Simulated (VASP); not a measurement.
# SnTe (Fm-3m) in VASP: a series of runs

One crystal, SnTe, is run at these levels: r2SCAN+rVV10; tasks: relaxation of cell and atoms.

All numbers are computed with VASP 6.6.1; they aren't measurements. Logs are shortened: lines on timing, memory, paths and dates and some standing lists are left out, and cuts for length are marked.

## Step 1: The structure

Symmetry: Fm-3m, No. 225, cubic system. The conventional cell has a = 6.302 Å, b = 6.302 Å, c = 6.302 Å, α = 90.00°, β = 90.00°, γ = 90.00°. Sn (site symmetry m-3m) is surrounded by 6 Te at 3.15 Å. Te (site symmetry m-3m) is surrounded by 6 Sn at 3.15 Å.

## Step 2: Relaxation of cell and atoms, r2SCAN+rVV10

File INCAR:

```
PREC     = Accurate       # precision mode
ENCUT    = 520            # plane-wave cutoff, eV
EDIFF    = 1E-7           # SCF threshold, eV
ISMEAR   = 0              # smearing method
SIGMA    = 0.02           # smearing width, eV
LREAL    = F              # projectors in reciprocal space
LASPH    = T              # aspherical terms in the spheres
NELM     = 100            # most SCF steps
ALGO     = Normal         # electronic algorithm
ISIF     = 3              # what is computed and relaxed
LWAVE    = F              # write WAVECAR
LCHARG   = F              # write CHGCAR
METAGGA  = R2SCAN         # meta-GGA
LMIXTAU  = T            
LUSE_VDW = T            
IVDW_NL  = 2            
BPARAM   = 11.95        
CPARAM   = 0.0093       
IBRION   = 2              # ionic algorithm
NSW      = 80             # ionic steps
EDIFFG   = -0.002         # ionic threshold
```

File KPOINTS:

```
Automatic mesh
0
Gamma
  8 8 8
```

File POSCAR:

```
SnTe
1.0
    0.0000000000      3.1508500000      3.1508500000
    3.1508500000      0.0000000000      3.1508500000
    3.1508500000      3.1508500000      0.0000000000
Sn Te
1 1
Direct
    0.0000000000      0.0000000000      0.0000000000
    0.5000000000      0.5000000000      0.5000000000
```

Potentials or basis: VASP PAW PBE potentials, release 64 (Sn_d, Te).

The run is started by

```sh
> cat potpaw_PBE.64/Sn_d/POTCAR potpaw_PBE.64/Te/POTCAR > POTCAR
> mpirun -np 1 vasp_std > vasp.out
```

OUTCAR:

```text
PREC = Accurate
   ENCUT = 520
   EDIFF = 1E-7
   ISMEAR = 0
   LREAL = F
   LASPH = T
   NELM = 100
   ISIF = 3
   METAGGA = R2SCAN
   IVDW_NL = 2
   BPARAM = 11.95
   IBRION = 2
   NSW = 80
   EDIFFG = -0.002

 ion  position               nearest neighbor table
   1  0.000  0.000  0.000-   2 3.15   2 3.15   2 3.15   2 3.15   2 3.15   2 3.15
   2  0.500  0.500  0.500-   1 3.15   1 3.15   1 3.15   1 3.15   1 3.15   1 3.15

  LATTYP: Found a face centered cubic cell.
 ALAT       =     6.3017000000

  Lattice vectors:

 A1 = (   0.0000000000,   3.1508500000,   3.1508500000)
 A2 = (   3.1508500000,   0.0000000000,   3.1508500000)
 A3 = (   3.1508500000,   3.1508500000,   0.0000000000)

Analysis of symmetry for initial positions (statically):
=====================================================================
 Subroutine PRICEL returns:
 Original cell was already a primitive cell.

 Routine SETGRP: Setting up the symmetry group for a
 face centered cubic supercell.

 Subroutine GETGRP returns: Found 48 space group operations
 (whereof 48 operations were pure point group operations)
 out of a pool of 48 trial point group operations.

The static configuration has the point symmetry O_h .

Analysis of symmetry for dynamics (positions and initial velocities):
=====================================================================
 Subroutine PRICEL returns:
 Original cell was already a primitive cell.

 Routine SETGRP: Setting up the symmetry group for a
 face centered cubic supercell.

 Subroutine GETGRP returns: Found 48 space group operations
 (whereof 48 operations were pure point group operations)
 out of a pool of 48 trial point group operations.

The dynamic configuration has the point symmetry O_h .

 Subroutine INISYM returns: Found 48 space group operations
 (whereof 48 operations are pure point group operations),
 and found     1 'primitive' translations

----------------------------------------------------------------------------------------

                                     Primitive cell

  volume of cell :      62.5624

  direct lattice vectors                    reciprocal lattice vectors
     0.000000000  3.150850000  3.150850000    -0.158687338  0.158687338  0.158687338
     3.150850000  0.000000000  3.150850000     0.158687338 -0.158687338  0.158687338
     3.150850000  3.150850000  0.000000000     0.158687338  0.158687338 -0.158687338

  length of vectors
     4.455974803  4.455974803  4.455974803     0.274854533  0.274854533  0.274854533

  position of ions in fractional coordinates (direct lattice)
     0.000000000  0.000000000  0.000000000
     0.500000000  0.500000000  0.500000000

  ion indices of the primitive-cell ions
   primitive index   ion index
                 1           1
                 2           2

----------------------------------------------------------------------------------------

 KPOINTS: Automatic mesh

Automatic generation of k-mesh.
 Grid dimensions read from file:
 generate k-points for:    8    8    8

 Generating k-lattice:

  Cartesian coordinates                     Fractional coordinates (reciprocal lattice)
    -0.019835917  0.019835917  0.019835917     0.125000000  0.000000000  0.000000000
     0.019835917 -0.019835917  0.019835917     0.000000000  0.125000000  0.000000000
     0.019835917  0.019835917 -0.019835917     0.000000000  0.000000000  0.125000000

  Length of vectors
     0.034356817  0.034356817  0.034356817

  Shift w.r.t. Gamma in fractional coordinates (k-lattice)
     0.000000000  0.000000000  0.000000000

 Subroutine IBZKPT returns following result:
 ===========================================

 Found     29 irreducible k-points:

 Following reciprocal coordinates:
            Coordinates               Weight
  0.000000  0.000000  0.000000      1.000000
  0.125000  0.000000  0.000000      8.000000
  0.250000  0.000000  0.000000      8.000000
  0.375000  0.000000  0.000000      8.000000
  0.500000  0.000000  0.000000      4.000000
  0.125000  0.125000  0.000000      6.000000
[... 16 lines left out ...]
  0.500000  0.250000  0.125000     48.000000
 -0.375000  0.250000  0.125000     24.000000
 [... further k-points ...]
   k-points           NKPTS =     29   k-points in BZ     NKDIM =     29   number of bands    NBANDS=     14
   number of dos      NEDOS =    301   number of ions     NIONS =      2
   total plane-waves  NPLWV =  46656
   dimension x,y,z NGX =    36 NGY =   36 NGZ =   36
   dimension x,y,z NGXF=    72 NGYF=   72 NGZF=   72
   ions per type =               1   1
   NGX,Y,Z   is equivalent  to a cutoff of  13.43, 13.43, 13.43 a.u.
   NGXF,Y,Z  is equivalent  to a cutoff of  26.86, 26.86, 26.86 a.u.
 SYSTEM =  unknown system
   PREC   = accura    normal or accurate (medium, high low for compatibility)
   ISTART =      0    job   : 0-new  1-cont  2-samecut
   ICHARG =      2    charge: 1-file 2-atom 10-const
   ISPIN  =      1    spin polarized calculation?
   LNONCOLLINEAR =      F non collinear calculations
   LSORBIT =      F    spin-orbit coupling
   LASPH  =      T    aspherical Exc in radial PAW
   ENCUT  =  520.0 eV  38.22 Ry    6.18 a.u.   8.29  8.29  8.29*2*pi/ulx,y,z
   NELM   =    100;   NELMIN=  2; NELMDL= -5     # of ELM steps
   EDIFF  = 0.1E-06   stopping-criterion for ELM
   LREAL  =      F    real-space projection
   EDIFFG = -.2E-02   stopping-criterion for IOM
   NSW    =     80    number of steps for IOM
   IBRION =      2    ionic relax: 0-MD 1-quasi-New 2-CG
   NFREE  =      1    steps in history (QN), initial steepest desc. (CG)
   ISIF   =      3    stress and relaxation
   ISYM   =      2    0-nonsym 1-usesym 2-fastsym
   POTIM  = 0.5000    time-step for ionic-motion
   TEBEG  =    0.0;   TEEND  =   0.0 temperature during run
   PSTRESS=    0.0 pullay stress
   NELECT =      20.0000    total number of electrons
   NUPDOWN=      -1.0000    fix difference up-down
   EMIN   =  10.00;   EMAX   =-10.00  energy-range for DOS
   EFERMI =   0.00;   METHOD = LEGACY
   ISMEAR =     0;   SIGMA  =   0.02  broadening in eV -4-tet -1-fermi 0-gaus
   EFERMI_NEDOS =   21; number of points for ismear=-14 and -15
   IALGO  =     38    algorithm
   IMIX   =      4    mixing-type and parameters
     AMIX     =   0.40;   BMIX     =  1.00
     AMIX_MAG =   1.60;   BMIX_MAG =  1.00
  volume/ion in A,a.u.               =      31.28       211.10
  Fermi-wavevector in a.u.,A,eV,Ry     =   1.119387  2.115336 17.048485  1.253028
  Thomas-Fermi vector in A             =   2.256026
   LORBIT       =      0    0 simple, 1 ext, 2 COOP (PROOUT), +10 PAW based schemes
   METAGGA = R2SCAN    functional components
   LHFCALC =     F    Hartree Fock is set to
   AEXX    =    0.0000 exact exchange contribution
   IVDW_NL    =     2    kernel type
   BPARAM     =11.9500
   IVDW    =     0    specifies the selected vdW correction
   LEPSILON=     F    determine dielectric tensor
   LRPA    =     F    only Hartree local field effects (RPA)
 conjugate gradient relaxation of ions
 non-spin polarized calculation
 Gauss-broadening in eV      SIGMA  =   0.02
  energy-cutoff  :      520.00
  volume of cell :       62.56
 maximum number of plane-waves:      1708
 NGX is ok and might be reduce to    36
   NGX = 17   NGY = 17   NGZ = 17

--------------------------------------- Ionic step        1  -------------------------------------------

 number of electron      19.9999998 magnetization

 Free energy of the ion-electron system (eV)
  ---------------------------------------------------
  ext. energy  EPLUGINS =         0.00000000
  ---------------------------------------------------
  free energy    TOTEN  =       -50.14470840 eV

  energy without entropy =      -50.14453324  energy(sigma->0) =      -50.14462082

------------------------ aborting loop because EDIFF is reached ----------------------------------------

  FORCE on cell =-STRESS in cart. coord.  units (eV):
  Direction    XX          YY          ZZ          XY          YZ          ZX
  --------------------------------------------------------------------------------------
  -------------------------------------------------------------------------------------
  Total        0.3376718      0.3376718      0.3376718      0.0000000     -0.0000000     -0.0000000
  in kB        8.6475313      8.6475313      8.6475313      0.0000000     -0.0000000     -0.0000000
  external PRESSURE =       8.6475313 kB  Pullay stress =       0.0000000 kB
[... 21 lines left out ...]
  energy  without entropy=      -50.1445332387  energy(sigma->0) =      -50.14462082

--------------------------------------- Ionic step        2  -------------------------------------------

 number of electron      20.0000001 magnetization

 E-fermi :   6.7629     XC(G=0):  -9.9941

 val. band max:        6.7230793648   @ k =   0.5000   0.0000   0.0000
 cond. band min:       6.8027266084   @ k =   0.5000   0.0000   0.0000
 fundamental gap:      0.0796472435
 Fermi energy:         6.7629029920

 k-point     1 :       0.0000    0.0000    0.0000
  band No.  band energies     occupation
      1     -16.0198      2.00000
      2     -16.0198      2.00000
      3     -16.0100      2.00000
      4     -16.0100      2.00000
      5     -16.0100      2.00000
      6      -6.6144      2.00000
      7       1.8695      2.00000
      8       4.2850      2.00000
      9       4.2850      2.00000
     10       4.2850      2.00000
     11      10.0800      0.00000
     12      10.0800      0.00000
     13      10.0800      0.00000
     14      11.6777      0.00000
[... 424 lines left out ...]
  energy  without entropy=      -50.1476077548  energy(sigma->0) =      -50.14760943

--------------------------------------- Ionic step        3  -------------------------------------------

 number of electron      20.0000001 magnetization

 Free energy of the ion-electron system (eV)
  ---------------------------------------------------
  ext. energy  EPLUGINS =         0.00000000
  ---------------------------------------------------
  free energy    TOTEN  =       -50.14790010 eV

  energy without entropy =      -50.14788494  energy(sigma->0) =      -50.14789252

 E-fermi :   6.8383     XC(G=0): -10.0205

 val. band max:        6.8070216738   @ k =   0.5000   0.0000   0.0000
 cond. band min:       6.8696730185   @ k =   0.5000   0.0000   0.0000
 fundamental gap:      0.0626513448
 Fermi energy:         6.8383473450

 k-point     1 :       0.0000    0.0000    0.0000
  band No.  band energies     occupation
      1     -15.9521      2.00000
      2     -15.9521      2.00000
      3     -15.9420      2.00000
      4     -15.9420      2.00000
      5     -15.9420      2.00000
      6      -6.5874      2.00000
      7       1.9626      2.00000
      8       4.3383      2.00000
      9       4.3383      2.00000
     10       4.3383      2.00000
     11      10.1620      0.00000
     12      10.1620      0.00000
     13      10.1620      0.00000
     14      11.7365      0.00000
[... 420 lines left out ...]
  FREE ENERGIE OF THE ION-ELECTRON SYSTEM (eV)
  ---------------------------------------------------
  free  energy   TOTEN  =       -50.1479001004 eV

  energy  without entropy=      -50.1478849353  energy(sigma->0) =      -50.14789252

 reached required accuracy - stopping structural energy minimisation
```

Run time: 9.8 min. Hardware: 1 thread of Intel Xeon Platinum 8488C (Sapphire Rapids), shared host; peak memory 0.39 GiB.

What came out:

```
Free energy                            : -50.1479 eV
Relaxed volume                         : 31.87 Å³/atom
Relaxed cell                           : a = 4.484 Å, b = 4.484 Å, c = 4.484 Å, α = 60.00°, β = 60.00°, γ = 60.00°
Space group after relaxing (to 0.05 Å) : Fm-3m (No. 225)
Energy gained by relaxing              : 1.6 meV/atom
Ionic steps                            : 3
Pressure after relaxing                : 0.0 GPa
Band gap on the k mesh                 : 0.06 eV, direct
```

Step by step:
```
step  energy change (eV)  largest force (eV/Å)  pressure (GPa)  volume (Å³)
   1              0.0000                0.0000            0.86        62.56
   2             -0.0029                0.0000           -0.26        64.10
   3             -0.0032                0.0000            0.00        63.75
```

Final structure:
```
Sn Te
1.0
     0.00000    3.17062    3.17062
     3.17062    0.00000    3.17062
     3.17062    3.17062    0.00000
Sn Te
1 1
Direct
  0.00000 0.00000 0.00000
  0.50000 0.50000 0.50000
```

Caveat: the PAW data sets were made with another functional, which shifts forces and pressure a little; spin-orbit coupling is left out, which moves the levels of the heavy elements.

## Step 3: Relaxation of cell and atoms, r2SCAN+rVV10

This run uses another cell than the first one, of 31.87 Å³/atom, 1.019 times its volume.

INCAR is that of step 2.

KPOINTS is that of step 2.

File POSCAR:

```
SnTe                                    
1.0
    0.0000000000      3.1706189562      3.1706189562
    3.1706189562     -0.0000000000      3.1706189562
    3.1706189562      3.1706189562     -0.0000000000
  Sn              Te            
     1     1
Direct
     0.0000000000000000    0.0000000000000000    0.0000000000000000
     0.5000000000000000    0.5000000000000000    0.5000000000000000
```

Potentials or basis: VASP PAW PBE potentials, release 64 (Sn_d, Te).

The run is started by

```sh
> cat potpaw_PBE.64/Sn_d/POTCAR potpaw_PBE.64/Te/POTCAR > POTCAR
> mpirun -np 1 vasp_std > vasp.out
```

OUTCAR:

```text
PREC = Accurate
   ENCUT = 520
   EDIFF = 1E-7
   ISMEAR = 0
   LREAL = F
   LASPH = T
   NELM = 100
   ISIF = 3
   METAGGA = R2SCAN
   IVDW_NL = 2
   BPARAM = 11.95
   IBRION = 2
   NSW = 80
   EDIFFG = -0.002

 ion  position               nearest neighbor table
   1  0.000  0.000  0.000-   2 3.17   2 3.17   2 3.17   2 3.17   2 3.17   2 3.17
   2  0.500  0.500  0.500-   1 3.17   1 3.17   1 3.17   1 3.17   1 3.17   1 3.17

  LATTYP: Found a face centered cubic cell.
[... 605 lines left out ...]

  FORCE on cell =-STRESS in cart. coord.  units (eV):
  Direction    XX          YY          ZZ          XY          YZ          ZX
  --------------------------------------------------------------------------------------
  -------------------------------------------------------------------------------------
  Total        0.0005106      0.0005106      0.0005106      0.0000000      0.0000000      0.0000000
  in kB        0.0128342      0.0128342      0.0128342      0.0000000      0.0000000      0.0000000
  external PRESSURE =       0.0128342 kB  Pullay stress =       0.0000000 kB

 VOLUME and BASIS-vectors are now :
 -----------------------------------------------------------------------------
  energy-cutoff  :      520.00
  volume of cell :       63.75
      direct lattice vectors                 reciprocal lattice vectors
     0.000000000  3.170618956  3.170618956    -0.157697915  0.157697915  0.157697915
     3.170618956  0.000000000  3.170618956     0.157697915 -0.157697915  0.157697915
     3.170618956  3.170618956  0.000000000     0.157697915  0.157697915 -0.157697915

 POSITION                                       TOTAL-FORCE (eV/Angst)
 -----------------------------------------------------------------------------------
      0.00000      0.00000      0.00000         0.000000      0.000000      0.000000
      3.17062      3.17062      3.17062        -0.000000     -0.000000     -0.000000
 -----------------------------------------------------------------------------------
    total drift:                               -0.000000      0.000000      0.000000

  FREE ENERGIE OF THE ION-ELECTRON SYSTEM (eV)
  ---------------------------------------------------
  free  energy   TOTEN  =       -50.1482450590 eV

  energy  without entropy=      -50.1482298408  energy(sigma->0) =      -50.14823745

 reached required accuracy - stopping structural energy minimisation
```

OSZICAR:

```text
N       E                     dE             d eps       ncg     rms          rms(c)
DAV:   1     0.814815042828E+02    0.81482E+02   -0.10040E+04   812   0.167E+03
DAV:   2    -0.417182970753E+02   -0.12320E+03   -0.12068E+03   848   0.377E+02
DAV:   3    -0.529448581067E+02   -0.11227E+02   -0.10935E+02  1052   0.103E+02
DAV:   4    -0.532397612458E+02   -0.29490E+00   -0.29481E+00   884   0.181E+01
[... 14 lines left out ...]
DAV:  19    -0.501482445517E+02   -0.14673E-06   -0.10707E-06   824   0.152E-02    0.464E-03
DAV:  20    -0.501482449457E+02   -0.39405E-06   -0.11462E-07   670   0.388E-03    0.258E-03
DAV:  21    -0.501482450502E+02   -0.10453E-06   -0.83605E-08   430   0.415E-03    0.768E-04
DAV:  22    -0.501482451556E+02   -0.10532E-06   -0.50911E-08   412   0.239E-03    0.110E-03
DAV:  23    -0.501482450590E+02    0.96524E-07   -0.75154E-09   406   0.114E-03
   1 F= -.50148245E+02 E0= -.50148237E+02  d E =-.501482E+02
```

Run time: 4.9 min. Hardware: 1 thread of Intel Xeon Platinum 8488C (Sapphire Rapids), shared host; peak memory 0.39 GiB.

Results:

| Property | Result |
| --- | --- |
| Free energy | -50.1482 eV |
| Pressure after relaxing | 0.0 GPa |
| Band gap on the k mesh | 0.06 eV, direct |

Final structure:
```
Sn Te
1.0
     0.00000    3.17062    3.17062
     3.17062    0.00000    3.17062
     3.17062    3.17062    0.00000
Sn Te
1 1
Direct
  0.00000 0.00000 0.00000
  0.50000 0.50000 0.50000
```

Caveat: the relaxation stopped at its first step, so nothing moved; the PAW data sets were made with another functional, which shifts forces and pressure a little; spin-orbit coupling is left out, which moves the levels of the heavy elements.
